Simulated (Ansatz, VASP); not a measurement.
## One calculation of P, two programs

```
CELL_PARAMETERS angstrom
2.43599 0.00000 0.00000
0.00000 2.43599 0.00000
0.00000 0.00000 2.37318
ATOMIC_POSITIONS crystal
P 0.00000 0.00000 0.00000
```

Change from the starting cell: uniaxial strain along c, a, b and atoms relaxed: -2.0 %.

Alike in both runs: functional PBEsol; k mesh 18 × 18 × 18; occupations gaussian, width 0.1 eV; no spin polarisation.

Ansatz relaxed the structure, and its values are those at the end. VASP's run is a single point on that final structure, the one shown.

|  | VASP | Ansatz |
| --- | --- | --- |
| version | VASP 6.6.1 | Ansatz 0.2.0 |
| potentials or method | VASP PAW PBE potentials, release 64 (P) | scalar-relativistic, plane waves, PAW |
| plane-wave cutoff (eV) | 520 | 420 |
| valence electrons in the cell | 5 | 5 |

|  | VASP | Ansatz | Ansatz less VASP |
| --- | --- | --- | --- |
| gap on the k mesh at the Fermi level (eV) | none | none | - |
| pressure (GPa) | 1.3 | 1.2 | -0.10 |

A gap of «none» marks a metal or a gap that the smearing closes. The functional is the same, so the differences come from potentials, cutoffs and numerics.

Caveats: the PAW data sets were made with another functional, which shifts forces and pressure a little (VASP).
